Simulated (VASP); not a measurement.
Here is a VASP 6.6.1 calculation.

Contents of INCAR:

```
SYSTEM = CdInS2
  PREC = Accurate
  ENCUT = 520
  EDIFF = 1E-7
  ISMEAR = -1
  SIGMA = 0.05
  LREAL = .FALSE.
  LASPH = .TRUE.
  NELM = 100
  ALGO = Normal
  ISIF = 2
  LWAVE = .FALSE.
  LCHARG = .FALSE.
  GGA = PE
  NBANDS = 26
```

The input KPOINTS:

```
regular mesh
0
G
  8 8 4
  0 0 0
```

POSCAR

```
CdInS2
1.0
    3.8694961422      0.0000000000      0.0000000000
   -1.9347480711      3.3510819590      0.0000000000
    0.0000000000      0.0000000000      6.8105290000
In Cd S
1 1 2
Direct
    0.0000000000      0.0000000000      0.5000000000
    0.0000000000      0.0000000000      0.0000000000
    0.3333333333      0.6666666667      0.2449510000
    0.6666666667      0.3333333333      0.7550490000
```

Potentials or basis: VASP PAW PBE potentials, release 64 (In_d, Cd, S).

The run is started by

```bash
$ cat potpaw_PBE.64/In_d/POTCAR potpaw_PBE.64/Cd/POTCAR potpaw_PBE.64/S/POTCAR > POTCAR
$ mpirun -np 1 vasp_std > vasp.out
```

Task: What does it give for the pressure?

Result: 0.1 GPa.

Task: What does it give for the band gap on the k mesh?

Result: None (metal or under the smearing width).

Forces in eV/Å, atoms in the order of the input:
```
In   0.000  0.000  0.000
Cd   0.000  0.000  0.000
S    0.000  0.000 -0.025
S    0.000  0.000  0.025
```
